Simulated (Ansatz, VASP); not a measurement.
## One calculation of B, two programs

```
B
1.0
    -1.15380    1.15380    1.15380
     1.15380   -1.15380    1.15380
     1.15380    1.15380   -1.15380
B
1
Direct
  0.00000 0.00000 0.00000
```

Alike in both runs: task electric field gradients; functional PBEsol; k mesh 18 × 18 × 18; occupations fermi-dirac, width 0.08 eV; no spin polarisation.

|  | VASP | Ansatz |
| --- | --- | --- |
| version | VASP 6.6.1 | Ansatz 0.2.0 |
| potentials or method | VASP PAW PBE potentials, release 64 (B) | PAW with Ansatz's default frozen-core files, scalar-relativistic |
| plane-wave cutoff (eV) | 520 | 420 |
| valence electrons in the cell | 3 | 3 |

|  | VASP | Ansatz | Ansatz less VASP |
| --- | --- | --- | --- |
| pressure (GPa) | -2.8 | -3.0 | -0.21 |
| Vzz of the field gradient on the site that differs most (V/Å²) | 0.0 | 0.0 | 0.00 |

Caveats: the PAW data sets were made with another functional, which shifts forces and pressure a little (VASP).
